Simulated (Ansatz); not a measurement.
This HfC structure is the end of a relaxation. The cell was found from a structure generator's guess, not taken from experiment.

Computed with DFT PBE, scalar-relativistic, plane waves, PAW in Ansatz 0.2.0. Cutoff 420 eV, Γ-centred mesh, Gaussian smearing, no spin polarisation.

```yaml
crystal:
  lattice:
    - [3.32590, 0.00000, 0.00000]
    - [-1.66295, 2.88031, 0.00000]
    - [0.00000, 0.00000, 5.24161]
  atoms:
    - { symbol: Hf, position: [0.33333, 0.66667, 0.25000] }
    - { symbol: Hf, position: [0.66667, 0.33333, 0.75000] }
    - { symbol: C, position: [0.00000, 0.00000, 0.00000] }
    - { symbol: C, position: [0.00000, 0.00000, 0.50000] }
```

Formation energies are uncorrected and refer to the elements' standard structures at the same level.

Problem. What space group does it have?

Solution. P6_3/mmc (No. 194), the anti-nickel arsenide type. Conventional cell: a = 3.326 Å, c = 5.242 Å. Around Hf lie 6 C at 2.32 Å; around C lie 6 Hf at 2.32 Å and 2 C at 2.62 Å.

Problem. How far does it lie from the elements in energy?

Solution. −0.72 eV/atom. It lies below the elements, which doesn't yet make it stable against other compounds or structures.

Problem. Is it a metal?

Solution. Yes, bands cross the Fermi level on the 18×18×10 mesh.

The last run used an 18×18×10 mesh (in the run's order of axes) for its 4-atom cell and Gaussian smearing of 0.10 eV. These runs have no spin–orbit coupling, which can matter for Hf. The reference form of C is held partly by dispersion forces, which this level lacks. This cell was reached by moving the atoms of another relaxed cell at random and relaxing again, last within the group found; it had no such test of its own.
